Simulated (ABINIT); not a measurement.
Ta:

```
CELL_PARAMETERS angstrom
-1.65128 1.65128 1.65128
1.65128 -1.65128 1.65128
1.65128 1.65128 -1.65128
ATOMIC_POSITIONS crystal
Ta 0.00000 0.00000 0.00000
```

Base run:

| Quantity | Value |
| --- | --- |
| Program | ABINIT 10.8.3 (patched build) |
| Functional | PBEsol |
| Potentials or basis | PseudoDojo NC SR PBEsol v0.4.1 standard |
| Cutoff | 680 eV |
| k mesh | 8 × 8 × 8 |
| Occupations | fermi-dirac, width 0.05 eV |
| Spin | no spin polarisation |

Its results: pressure -6.2 GPa.

Question: The run is repeated on the same cell with these changes: k mesh from 8 × 8 × 8 to 14 × 14 × 14, with 2 shifts; occupations from fermi-dirac, width 0.05 eV to gaussian, width 0.136 eV. What comes out?

Answer: Pressure -4.3 GPa.

Caveats: the cutoff is short for stress, so the pressure is rough.
